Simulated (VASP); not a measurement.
Runs of VASP 6.6.1 on RbBr. The structure is cubic, space group Fm-3m (No. 225). The conventional cell has a = 6.852 Å, b = 6.852 Å, c = 6.852 Å, α = 90.00°, β = 90.00°, γ = 90.00°. Rb (site symmetry m-3m) has 6 Br at 3.43 Å as nearest neighbours. Br (site symmetry m-3m) is surrounded by 6 Rb at 3.43 Å. 

| task | level | potentials or basis | spin | cell | k mesh | cutoff (eV) | gap on the mesh (eV) | pressure (GPa) |
| --- | --- | --- | --- | --- | --- | --- | --- | --- |
| band structure | PBE | VASP PAW PBE potentials, release 64 (Rb_sv, Br) | SOC, no magnetisation | Fm-3m, 40.21 Å³/atom | 6 × 6 × 6 | 520 | - | 1.0 |
| band structure | PBE | VASP PAW PBE potentials, release 64 (Rb_sv, Br) | off | Fm-3m, 40.21 Å³/atom | 8 × 8 × 8 | 520 | 4.36 | 1.0 |
| relaxation of cell and atoms | PBEsol | VASP PAW PBE potentials, release 64 (Rb_sv, Br) | off | relaxed | 8 × 8 × 8 | 600 | 4.21 | 0.0 |
| band structure | LDA | VASP PAW LDA potentials, release 64 (Rb_sv, Br) | off | Fm-3m, 40.21 Å³/atom | 8 × 8 × 8 | 520 | (b) | (a) |
| optical spectrum | PBE | VASP PAW PBE potentials, release 64 (Rb_sv, Br) | off | Fm-3m, 40.21 Å³/atom | 8 × 8 × 8 | 520 | 4.36 | 1.0 |
| band structure | r2SCAN | VASP PAW PBE potentials, release 64 (Rb_sv, Br) | off | Fm-3m, 40.21 Å³/atom | 8 × 8 × 8 | 520 | 4.97 | 0.5 |

Alike in all rows: smearing gaussian 0.03 eV.

**Question.** Fill in the values left out.

**Answer.** (a) -1.2; (b) 3.96.

Caveats: the PAW data sets were made with another functional, which shifts forces and pressure a little (some runs); independent-particle spectra lack excitons (some runs).

A k mesh can miss the band edges, and rows without SOC leave out spin-orbit coupling on Br, Rb.
